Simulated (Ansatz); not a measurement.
BaF2:
```
BaF2
1.0
    0.00000     3.09737     3.09737
    3.09737     0.00000     3.09737
    3.09737     3.09737     0.00000
Ba F
1 2
Direct
  0.00000   0.00000   0.00000
  0.25000   0.25000   0.25000
  0.75000   0.75000   0.75000
```

Relaxed with r²SCAN. Special points in fractions of this cell's reciprocal vectors: Γ (0.000, 0.000, 0.000); X (0.500, 0.000, 0.500); U (0.625, 0.250, 0.625); K (0.375, 0.375, 0.750); L (0.500, 0.500, 0.500); W (0.500, 0.250, 0.750).

Question: List the band energies nearest the valence-band maximum at these points for DFT-r²SCAN with spin–orbit coupling in the program Ansatz with PAW potentials.

Answer: In eV from the valence-band maximum; about four levels below and three above (degenerate sets whole), none deeper than 8.9 eV; points with the same levels are listed once.

| k | below | above |
|---|---|---|
| Γ | -0.07 -0.07 -0.07 -0.07 | 7.40 7.40 9.98 9.98 9.98 9.98 |
| X | -0.26 -0.26 -0.18 -0.18 | 7.74 7.74 9.91 9.91 |
| U | -0.24 -0.24 -0.17 -0.17 | 8.01 8.01 10.26 10.26 |
| L | -0.24 -0.24 -0.11 -0.11 | 9.89 9.89 9.90 9.90 |
| W | -0.31 -0.31 -0.31 -0.31 -0.24 -0.24 | 8.01 8.01 10.50 10.50 |

Space group Fm-3m (fluorite). The cell was relaxed with r²SCAN under the symmetry of its start.

Potentials: the later of the program's two PAW sets.
